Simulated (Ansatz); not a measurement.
# Al2Cu: the cost of one run

Method: DFT PBE, scalar-relativistic, plane waves, PAW, in Ansatz 0.2.0.

4 further runs of the same task are left out: 4 set aside as unsound or not needed.

**1. The starting structure**

It takes space group Fm-3m (No. 225, cubic). Conventional cell: a = 5.785 Å, b = 5.785 Å, c = 5.785 Å, α = 90.00°, β = 90.00°, γ = 90.00°. Around Al (site symmetry -43m) lie 4 Cu at 2.50 Å. Cu (site symmetry m-3m) is surrounded by 8 Al at 2.50 Å.

Coordinates:

```cif
data_structure
_symmetry_space_group_name_H-M 'P 1'
_symmetry_Int_Tables_number 1
_cell_length_a 4.0906
_cell_length_b 4.0906
_cell_length_c 4.0906
_cell_angle_alpha 120.000
_cell_angle_beta 120.000
_cell_angle_gamma 90.000
_cell_volume 48.40
loop_
_atom_site_label
_atom_site_type_symbol
_atom_site_fract_x
_atom_site_fract_y
_atom_site_fract_z
_atom_site_occupancy
Al1 Al 0.75000 0.25000 0.50000 1
Al2 Al 0.25000 0.75000 0.50000 1
Cu1 Cu 0.50000 0.50000 0.00000 1
```

It goes back to an entry of the Materials Project, which need not be the stable form.

It is the result of an earlier relaxation at this level (volume 16.13 Å³/atom; gap on the mesh: none (metal)).

**2. Phonons at Γ, at rest**

Input file input.yaml:

```yaml
crystal:
  lattice:
    - [-2.0452782062, 2.0452782062, 2.8924627113]
    - [2.0452782062, -2.0452782062, 2.8924627113]
    - [2.0452782062, 2.0452782062, -2.8924627113]
  atoms:
    - { symbol: Al, position: [0.75, 0.25, 0.5] }
    - { symbol: Al, position: [0.25, 0.75, 0.5] }
    - { symbol: Cu, position: [0.5, 0.5, 0.0] }
basis:
  ecutwfc: 420
kpoints:
  mp_grid: { grid: [14, 14, 14] }
hamiltonian:
  xc: pbe
scf:
  occupations: { method: fermi_dirac, width: 0.15 }
output:
  eigenvalues: true
phonons:
  method: dfpt
  eigenvectors: true
```

Launch:

```
$ ansatz run input.yaml --threads 1 --pin off --max-ram 3072MiB --backend cpu --events-out ev --progress --plain --runs-dir out
```

**Question.** How long does this run take on 1 thread of AMD EPYC 7R43 (Zen 3), shared host, and how much memory does it need?

About 40 s, with a peak of 0.9 GiB.
